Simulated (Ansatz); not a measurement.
AlN: moving Al off its site

AlN, F-43m, a = 4.368 Å (as given, not relaxed at this level: 0.3 GPa). This isn't the usual stable structure of the compound. Ansatz: r2SCAN, PAW, 500 eV, Γ-centred 10×10×10 mesh on 2 atoms, Gaussian smearing 0.05 eV; no spin polarisation.

```
CELL_PARAMETERS angstrom
0.00000 2.18399 2.18399
2.18399 0.00000 2.18399
2.18399 2.18399 0.00000
ATOMIC_POSITIONS crystal
Al 0.00000 0.00000 0.00000
N 0.75000 0.75000 0.75000
```

Atom 1 (Al) moves by x along the unit vector (0.000, -0.707, -0.707), with its periodic images; all else is held. y is the free energy of the cell over the start, F the force along the path summed over the moved atoms. Symmetry makes y even in x.

```
  x (Å) y (meV) F (eV/Å)
-0.3000        ?         ?
-0.1500    171.7      2.33
 0.0000      0.0      0.00
 0.0375     10.5     -0.56
 0.0750     42.3     -1.13
 0.1125     95.8     -1.72
 0.1875    271.1     -2.97
 0.2250    395.2     -3.65
 0.2625    545.6     -4.38
```

Fit y = c2 x² + c4 x⁴ to the energies of the other rows, give the force constant, and predict energy and force of the missing row.

Least squares on the rows shown. y = 7493.7 x² + 6162.4 x⁴. The force constant is 2 c2 = 15.0 eV/Å² (for all images moving together, not for a lone atom). With two atoms in a cubic cell this is the optical mode at Γ without the LO field: ω = 521.5 √(2 c2/μ) = 665 cm⁻¹ for μ = 9.22 u. The force −dy/dx at the missing row is 5.16 eV/Å (computed 5.15). At x = -0.3000 the fit asked for gives 724.3 meV. The run gave 724.1 meV, so the fit is 0.2 meV too high, a small miss on the scale of the series.